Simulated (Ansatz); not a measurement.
BaSnO3 (cubic perovskite, space group No. 221) under volume change, the program Ansatz at the PBE level (PAW), scaled uniformly.

```tsv
V (Å³/atom)	E − E(relaxed) (meV/atom)	P (GPa)
13.253	59.7	15.99
13.690	24.8	9.68
14.127	5.9	4.41
14.564	0.0	0.01
15.001	5.1	-3.67
15.438	19.5	-6.73
15.875	41.4	-9.28
```

What does a third-order Birch–Murnaghan fit give for V₀, B₀ and B′?

V₀ = 14.56 Å³/atom, B₀ = 134 GPa, B′ = 5.0.

Space group Pm-3m (cubic perovskite). Symmetry was held in the PBE relaxation. Scalar-relativistic: spin–orbit coupling is off unless named, which matters more the heavier the elements.

Potentials: the later of the program's two PAW sets.
